## Why the larger cell needs the finer mesh

The larger the repeating cell of a crystal, the smaller the range of wave vectors k over which its electrons' energies must be averaged. The same number of k points then covers that range more finely. InSb has a larger cell than SrO, so it ought to be the easier crystal: a mesh that is good enough for the oxide should be more than good enough for the semiconductor.

InSb and SrO at fixed volume, computed with Ansatz 0.2.0 using PBE and scalar-relativistic frozen-core PAW, without spin polarization. The plane-wave cutoff is 420 eV and the Fermi–Dirac smearing width is 0.05 eV for InSb and 0.03 eV for SrO; only the k mesh varies for each crystal. Energies are free energies, and positive pressure means compression.

| crystal | k mesh | energy less that of the crystal's tightest run (meV/atom) | pressure (GPa) | volume (Å³/atom) |
| --- | --- | --- | --- | --- |
| InSb | 3x3x3 | 237 | 4.80 | 34 |
| InSb | 4x4x4 | 74.4 | 3.67 | 34 |
| InSb | 7x7x7 | 5.01 | 3.18 | 34 |
| InSb | 13x13x13 | 0 | 3.14 | 34 |
| SrO | 2x2x2 | 97 | 3.29 | 17 |
| SrO | 4x4x4 | 1.58 | 2.95 | 17 |
| SrO | 6x6x6 | 0.04 | 2.92 | 17 |
| SrO | 11x11x11 | 0 | 2.92 | 17 |

The table contradicts this. With a 4x4x4 mesh the energy of SrO lies 1.58 meV/atom above that of its tightest run, while the energy of InSb lies 74.4 meV/atom above its own. The crystal with the finer spacing of k points has an error 47 times as large.

### Comparing equal lengths

The argument from cell size is sound as far as it goes, and its effect can be taken out of the comparison. Let N be the number of divisions of the mesh along each edge and a the length of that edge. The product N·a, the mesh length, fixes the spacing of the k points: equal mesh lengths mean equal spacing. InSb at 3x3x3 and SrO at 4x4x4 both have a mesh length of about 14 Å, yet their errors differ by a factor of 150. Cell size therefore doesn't explain the difference, which must come from the electrons.

A second explanation looks at the bands. The top three valence bands of InSb together span 5.9 eV, those of SrO 2.1 eV, and a quantity that varies more is harder to average. But if the bands of InSb were simply those of SrO stretched in energy, every error would be stretched by the same factor, a little under three. Stretching would also leave unchanged the rate at which the error falls from mesh to mesh, and that rate differs clearly. What matters is the shape of the bands, and in particular how much fine detail they contain.

### What a mesh leaves behind

A chain of identical cells shows where the error comes from. The energy of the filled bands repeats itself in k, so it can be written as a sum of waves:

E(k) = c₀ + c₁ cos(ka) + c₂ cos(2ka) + c₃ cos(3ka) + …

The true average over k is c₀, because every cosine averages to zero. A mesh of N evenly spaced points that includes k = 0 also averages most of the cosines to zero. The exceptions are those with N, 2N, 3N … in their argument: they complete whole periods between neighbouring points, so each point finds them at their maximum. The error of the mesh is therefore

error = c_N + c_2N + …

In three dimensions the same holds with lattice vectors in place of whole numbers. The formula is written for fixed bands; in a self-consistent run the density also shifts with the mesh, which it leaves out.

Each coefficient has a meaning in real space. The term c_N measures how much the energy depends on electrons linking places N cells apart. A mesh of N points treats the crystal as a ring of N cells, and the error is the energy that electrons gain or lose by reaching all the way round the ring. The mesh is good enough once the ring is longer than the electrons' reach. For meshes that include k = 0, as all those in the table do, convergence with the k mesh thus gauges that reach. The size of the error also depends on where the mesh sits. Shifting it by half a step along each axis reverses the sign of six of the twelve shortest ring terms in these face-centred cells, so the leading term is expected to cancel and a shifted mesh of the same N to err far less.

### How a gap shortens the reach

In an insulator the filled states are separated in energy from the empty ones. An electron can lower its energy by mixing in empty states on neighbouring atoms, but the gap makes this mixing costly. Reaching one cell further takes another such step, and each step multiplies the effect by a factor smaller than one. A product of equal factors is an exponential, so theory leads us to expect that each added division of the mesh cuts the error by roughly the same ratio.

SrO fits this description. Its calculated gap is 3.3 eV, and its upper valence bands belong mainly to oxygen, with the empty states above them mainly on strontium. Between 2x2x2 and 4x4x4 each added division cuts the error about 8-fold, and between 4x4x4 and 6x6x6 about 6-fold.

In the calculated InSb the gap is closed: the highest filled band touches the lowest empty one at k = 0. Two filled bands may cross without harm, since their sum stays smooth. When a filled band touches an empty one, only one of the two enters the sum, and the energy of the filled bands has a point there that no smooth function can follow. Describing such a point takes waves of very high order. With sharply filled bands the coefficients then fall as a power of the distance, which at large distances is much slower than an exponential. The smearing of the occupations used in these runs rounds the point off a little, so at the very largest distances the fall becomes exponential again.

It is tempting to blame the touching for the whole contrast, but the levels of these runs make its share small. At k = 0 a single s-like level lies only about 0.19 eV below the three p-like ones. Filling one rather than the other at that one point is worth about 8 meV/atom on the 3x3x3 mesh, against an error of 237, and about 0.6 meV/atom on the 7x7x7 mesh, against 5. What is expected to matter more is that the gap, open or closed, is tiny beside the covalent coupling of the s and p states, so each step outward loses little.

The closed gap belongs to this level of theory. Real InSb is a semiconductor with a small gap of roughly 0.2 eV, which PBE fails to reproduce, and these runs also leave out spin-orbit coupling, which reshapes the bands near k = 0. The table describes InSb as calculated here. A method that opens a gap of the real size is expected to converge at much the same rate on meshes like these, because a few tenths of an eV are small beside the electronvolts by which the s and p bands part between k = 0 and its neighbouring points.

### Testing the two laws

Both laws can be tried on the table. For each crystal the two coarsest meshes fix the law, and the third mesh, which played no part in fixing it, serves as the test. For SrO the error drops from 97 to 1.58 meV/atom when two divisions are added. If the fall is exponential, two more divisions repeat the same ratio:

1.58 × (1.58 / 97) ≈ 0.026 meV/atom

The calculation gives 0.04 meV/atom. The estimate is too low, but it is within a factor of two over a step on which the error falls about fortyfold. A power law through the same two points predicts 0.14 meV/atom, which is further off.

InSb behaves differently. Its error at 7x7x7 is 5.0 meV/atom, where the exponential predicts 2.3 and the power law 7.8. The computed value lies between the two and, as a ratio, somewhat nearer the power law. The output below lists these predictions together with the mesh lengths and the rates of fall.

This is the pattern that a longer reach in InSb would give, but three errors for each crystal don't establish a law. On the coarsest meshes several coefficients contribute at once, and neither formula allows for that. The firm result is the contrast in rates: an added division removes far more of the error in SrO than in InSb.

### The same error in the pressure

The pressure shows what a coarse mesh does to a structure. At 3x3x3 the pressure of InSb is 1.66 GPa higher than at 13x13x13, and at 2x2x2 that of SrO is 0.37 GPa higher than at 11x11x11. Pressure is the rate at which the energy falls as the cell expands, so in both cases the sampling error itself shrinks on expansion. This agrees with the picture of the ring, because stretching the crystal moves the atoms apart and weakens the links between them. A cell relaxed with such a mesh would come out too large.

The roughly 3 GPa that remain on the densest meshes have another origin. Each crystal was held at a fixed volume, smaller than the one PBE prefers, and no refinement of the mesh will remove that pressure.

### What remains open

For SrO the question of a sufficient mesh is settled: 6x6x6 is within 0.04 meV/atom of the tightest run. For InSb, 7x7x7 still leaves 5 meV/atom, and the 13x13x13 reference has no denser run to test it. If the power law between the last two coarse meshes continued, the reference itself would be off by about 0.3 meV/atom; if the fall went on exponentially, by about a tenth of that.

The table doesn't prove which feature of InSb gives its electrons their long reach. The touching itself looks minor on these meshes. That leaves the smallness of the gap and the covalent bonding, which spreads electrons over neighbouring atoms whether or not there is a gap. InSb differs from SrO in both respects, so these two crystals can't separate them. Opening the gap to its real size is expected to change too little to tell. A series on a covalent crystal of the same structure with a gap of an electronvolt or more would help: if its coarse meshes erred nearly as much while its dense meshes converged faster, the bonding would be responsible for the first and the small gap for the slow tail.

Printed output of the fit:

```
Mesh length, pressure error and entropy term:
   row  length_A  dP_GPa  TS_meV_atom
  InSb     13.74    1.66        3.614
  InSb     18.33    0.53        1.531
  InSb     32.07    0.04       0.3289
  InSb     59.56       0      0.09942
   SrO     7.273    0.37            0
   SrO     14.55    0.03            0
   SrO     21.82       0            0
   SrO        40       0            0
Error of InSb over that of SrO, both 4x4x4: 47.09
Error of InSb 3x3x3 over that of SrO 4x4x4, nearly equal mesh length: 150
Change of TS as share of the InSb 3x3x3 error, percent: 1.483
Change of TS as share of the InSb 7x7x7 error, percent: 4.58
Width of the top three valence bands of InSb, eV: 5.89
Width of the top three valence bands of SrO, eV: 2.113
Ratio of these widths: 2.788
InSb, error falls per added division by a factor, 3 to 4: 3.185
InSb, error falls per added division by a factor, 4 to 7: 2.458
SrO, error falls per added division by a factor, 2 to 4: 7.835
SrO, error falls per added division by a factor, 4 to 6: 6.285
InSb 7x7x7 predicted by exponential, meV/atom: 2.302
InSb 7x7x7 predicted by power law, meV/atom: 7.812
SrO 6x6x6 predicted by exponential, meV/atom: 0.02574
SrO 6x6x6 predicted by power law, meV/atom: 0.1421
InSb 13x13x13 error left if the last power law went on, meV/atom: 0.2533
```
